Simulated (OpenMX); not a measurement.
ZnS:

```
CELL_PARAMETERS angstrom
0.00000 2.70200 2.70200
2.70200 0.00000 2.70200
2.70200 2.70200 0.00000
ATOMIC_POSITIONS crystal
Zn 0.75000 0.75000 0.75000
S 0.00000 0.00000 0.00000
```

| Item | Value |
| --- | --- |
| Program | OpenMX 3.8.5 |
| Task | single point |
| Functional | PBE |
| Potentials or basis | OpenMX 2013 PBE set, Zn6.0H-s3p2d2, S7.0-s2p2d1f1, grid cutoff 500 Ry |
| k mesh | 9 × 9 × 9 |
| Occupations | fermi-dirac, width 0.05 eV |
| Spin | no spin polarisation |

On this cell: pressure 5.2 GPa; largest force zero by symmetry; band gap on the k mesh 2.36 eV, direct.

The same run follows on a disturbed copy (atoms moved at random, drawn with an rms of 0.05 Å):

```xyz
2
Lattice="0.0000 2.7020 2.7020 2.7020 0.0000 2.7020 2.7020 2.7020 0.0000" Properties=species:S:1:pos:R:3 pbc="T T T"
Zn    4.0301    4.0193    4.0083
S     0.0000   -0.0564    0.0076
```

What changes?

The energy moves by +6.9 meV/atom; pressure 5.3 GPa; largest force 0.460 eV/Å; band gap on the k mesh 2.31 eV, direct.

Forces on the atoms (eV/Å):
```
Zn   0.197 -0.176  0.376
S   -0.177  0.197 -0.356
```

Caveats: the basis of atomic orbitals isn't converged, which shifts pressures, moduli and gaps.

